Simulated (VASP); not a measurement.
Method: PBE GGA, VASP's PBE PAW potentials (set 64) (plane waves; VASP 6.6.1).

A VASP calculation is set up with these files.

File POSCAR:
```
InN
5.7967650
  0.6193777046   0.0000000000   0.0000000000
 -0.3096887661   0.5363967661   0.0000000000
  0.0000000000   0.0000000000   1.0000000000
In N
2 2
Cartesian
  0.3096891908   0.1787987432   0.5004800000
 -0.0000002522   0.3575980229   0.0004800000
  0.3096891908   0.1787987432   0.8795200000
 -0.0000002522   0.3575980229   0.3795200000
```

File KPOINTS:
```
kpoints
0
Gamma
  14 14 8
0 0 0
```

### INCAR
```
! general
SYSTEM  = InN
PREC    = Accurate
ENCUT   = 400
LREAL   = .FALSE.   ! projection in real space or not
LASPH   = .TRUE.   ! aspherical one-centre terms

! electronic loop
EDIFF   = 1E-6
NELM    = 100   ! most electronic steps
ALGO    = Normal
LMAXMIX = 4

! smearing
ISMEAR  = -1   ! Fermi-Dirac
SIGMA   = 0.1   ! width (eV)

! functional
GGA     = PE   ! PBE

! ions
ISIF    = 2

! output
LWAVE   = .FALSE.
LCHARG  = .FALSE.
```

POTCAR, in this order: In_d N (PBE.64 set). Program: vasp_std.

Output of the run:

**OSZICAR**
```
       N       E                     dE             d eps       ncg     rms          rms(c)
DAV:   1     0.318926824357E+03    0.31893E+03   -0.15837E+04  5280   0.190E+03
DAV:   2     0.148646085609E+02   -0.30406E+03   -0.29658E+03  5604   0.438E+02
DAV:   3    -0.247072157143E+02   -0.39572E+02   -0.38839E+02  7258   0.171E+02
DAV:   4    -0.257852748698E+02   -0.10781E+01   -0.10758E+01  6280   0.312E+01
DAV:   5    -0.258204607408E+02   -0.35186E-01   -0.35178E-01  7118   0.501E+00    0.137E+01
DAV:   6    -0.213779984626E+02    0.44425E+01   -0.20833E+01  9196   0.582E+01    0.111E+01
DAV:   7    -0.214601548042E+02   -0.82156E-01   -0.21106E+00  5700   0.122E+01    0.336E+00
DAV:   8    -0.214301381685E+02    0.30017E-01   -0.24729E-01  8462   0.495E+00    0.184E+00
DAV:   9    -0.214212173662E+02    0.89208E-02   -0.59912E-02  8778   0.339E+00    0.480E-01
DAV:  10    -0.214187312149E+02    0.24862E-02   -0.14111E-02  8506   0.161E+00    0.141E-01
DAV:  11    -0.214195117130E+02   -0.78050E-03   -0.41510E-03  7834   0.478E-01    0.196E-01
DAV:  12    -0.214193373099E+02    0.17440E-03   -0.48588E-04  8276   0.275E-01    0.506E-02
DAV:  13    -0.214193066186E+02    0.30691E-04   -0.20578E-04  8704   0.112E-01    0.223E-02
DAV:  14    -0.214193098913E+02   -0.32727E-05   -0.12935E-05  6854   0.388E-02    0.820E-03
DAV:  15    -0.214193092563E+02    0.63500E-06   -0.23873E-06  5334   0.211E-02
   1 F= -.21419309E+02 E0= -.21418460E+02  d E =-.169788E-02
```

**OUTCAR**
```
------------------------ aborting loop because EDIFF is reached ----------------------------------------
  FORCE on cell =-STRESS in cart. coord.  units (eV):
  Direction    XX          YY          ZZ          XY          YZ          ZX
  --------------------------------------------------------------------------------------
  Total       -1.1670136     -1.1670133     -1.1001813     -0.0000002      0.0000000      0.0000000
  in kB      -28.8926704    -28.8926638    -27.2380516     -0.0000046      0.0000000      0.0000000
  external PRESSURE =     -28.3411286 kB  Pullay stress =       0.0000000 kB
  volume of cell :       64.71
      direct lattice vectors                 reciprocal lattice vectors
     3.590387000  0.000000000  0.000000000     0.278521508  0.160804441  0.000000000
    -1.795193000  3.109366000  0.000000000     0.000000000  0.321608971  0.000000000
     0.000000000  0.000000000  5.796765000     0.000000000  0.000000000  0.172510012
 POSITION                                       TOTAL-FORCE (eV/Angst)
 -----------------------------------------------------------------------------------
      1.79520      1.03645      2.90116         0.000000     -0.000000      0.000631
     -0.00000      2.07291      0.00278        -0.000000      0.000000      0.000631
      1.79520      1.03645      5.09837         0.000000      0.000000     -0.000631
     -0.00000      2.07291      2.19999        -0.000000     -0.000000     -0.000631
 -----------------------------------------------------------------------------------
    total drift:                               -0.001343      0.000775      0.000695
  FREE ENERGIE OF THE ION-ELECTRON SYSTEM (eV)
  ---------------------------------------------------
  free  energy   TOTEN  =       -21.4193092563 eV

  energy  without entropy=      -21.4176113770  energy(sigma->0) =      -21.41846032
```
(Selected blocks of OUTCAR.)

OUTCAR:
```
 val. band max:        6.0123234627   @ k =   0.0000   0.0000   0.0000

 cond. band min:       6.5515847463   @ k =   0.0000   0.0000   0.1250


 Fermi energy:         6.3396251137

 k-point     1 :       0.0000    0.0000    0.0000
  band No.  band energies     occupation
      1      -8.5931      2.00000
      2      -8.2838      2.00000
      3      -7.3083      2.00000
      4      -7.2936      2.00000
      5      -7.2936      2.00000
      6      -7.2325      2.00000
      7      -7.2325      2.00000
      8      -7.0533      2.00000
      9      -7.0533      2.00000
     10      -6.9247      2.00000
     11      -6.9247      2.00000
     12      -5.2543      2.00000
     13       0.4908      2.00000
     14       5.1893      1.99998
     15       5.1893      1.99998
     16       5.6272      1.99839
     17       5.9999      1.93525
     18       6.0123      1.92699
     19       6.0123      1.92698
     20       8.6159      0.00000
     21      12.7547      0.00000
     22      14.8896      0.00000

 k-point     2 :       0.0714    0.0000    0.0000
  band No.  band energies     occupation
      1      -8.5930      2.00000
      2      -8.2970      2.00000
      3      -7.3036      2.00000
      4      -7.2851      2.00000
      5      -7.2346      2.00000
      6      -7.2225      2.00000
      7      -7.2210      2.00000
      8      -7.0575      2.00000
      9      -7.0539      2.00000
     10      -6.9333      2.00000
     11      -6.9233      2.00000
     12      -5.2224      2.00000
     13       0.5454      2.00000
     14       4.8587      2.00000
     15       5.0808      1.99999
     16       5.1091      1.99999
     17       5.9536      1.95874
     18       5.9764      1.94845
     19       6.5763      0.17154
     20       8.9035      0.00000
     21      12.7310      0.00000
     22      14.4322      0.00000

 k-point     3 :       0.1429    0.0000    0.0000
  band No.  band energies     occupation
      1      -8.5943      2.00000
...
```

At this cut-off the stress carries a Pulay error, which pulls relaxed volumes low. Unless said otherwise, spin-orbit coupling is left out, though it shifts the bands of the heavy elements here.

The structure comes from a computed database's InN entry; how it stands against other phases isn't given here. The cell was not relaxed at this level.
